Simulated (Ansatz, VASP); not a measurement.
MgSe3 in VASP and in Ansatz

```
Mg Se
1.0
     4.39839    0.00000    0.00000
     0.00000    4.39839    0.00000
     0.00000    0.00000    4.39839
Mg Se
1 3
Direct
  0.00000 0.00000 0.00000
  0.00000 0.50000 0.50000
  0.50000 0.00000 0.50000
  0.50000 0.50000 0.00000
```

Change from the starting cell: species swapped into the KPb3 type (Pm-3m, No. 221).

Alike in both runs: functional PBE; k mesh 4 × 4 × 4; occupations gaussian, width 0.1 eV; no spin polarisation.

Ansatz relaxed the structure, and its values are those at the end. VASP's run is a single point on that final structure, the one shown.

|  | VASP | Ansatz |
| --- | --- | --- |
| version | VASP 6.6.1 | Ansatz 0.2.0 |
| potentials or method | VASP PAW PBE potentials, release 64 (Mg, Se) | scalar-relativistic, plane waves, PAW |
| plane-wave cutoff (eV) | 520 | 420 |
| valence electrons in the cell | 20 | 58 |

```tsv
	VASP	Ansatz	Ansatz less VASP
gap on the k mesh at the Fermi level (eV)	none	none	-
pressure (GPa)	-0.2	-0.1	+0.10
```

A gap of «none» marks a metal or a gap that the smearing closes. The two sets of potentials don't hold the same shells in valence.
